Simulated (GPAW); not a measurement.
# Hf in GPAW: convergence with k mesh

Hf:

```
CELL_PARAMETERS angstrom
3.19670 0.00000 0.00000
-1.59835 2.76842 0.00000
0.00000 0.00000 5.05780
ATOMIC_POSITIONS crystal
Hf 0.66667 0.33333 0.75000
Hf 0.33333 0.66667 0.25000
```

* Program: GPAW 26.7.0
* Task: Fermi surface
* Functional: AM05
* Potentials or basis: PAW data sets generated in the run's folder for this functional
* Cutoff: 450 eV
* Basis: pw
* k mesh: 3 × 3 × 2
* Occupations: fermi-dirac, width 0.05 eV
* Spin: no spin polarisation

These are the settings of the first run; the series varies k mesh, with any setting tied to it.

Hardware: 1 thread of Arm Neoverse V1, with other jobs on the host.

| k mesh | energy less the tightest run, at zero smearing (meV/atom) | pressure (GPa) | SCF cycles | CPU time (s) | peak memory (GiB) |
| --- | --- | --- | --- | --- | --- |
| 3 × 3 × 2 | -30.07 | -3.66 | 10 | 12 | 0.16 |
| 4 × 4 × 2 | 34.02 | -3.72 | 10 | 13 | 0.16 |
| 5 × 5 × 3 | -1.10 | -3.87 | 10 | 18 | 0.17 |
| 6 × 6 × 3 | 24.59 | -2.67 | 10 | 23 | 0.19 |
| 7 × 7 × 4 | -1.30 | -3.09 | 10 | 32 | 0.21 |
| 9 × 9 × 5 | -3.94 | -3.45 | 10 | 49 | 0.26 |
| 10 × 10 × 6 | 0.00 | -3.24 | 10 | 71 | 0.33 |

Not settled before the last step: the energy (to 1 meV/atom), the pressure (to 0.1 GPa). Meshes of other sizes hit other points, so gaps and Fermi surfaces needn't settle smoothly. The tightest run that finished is the yardstick and may itself not be fully converged.

Caveat, for the tightest run too: the cutoff is short for stress and forces, so pressures can be off by a GPa or more. Spin-orbit coupling is left out, which matters for the levels of Hf.
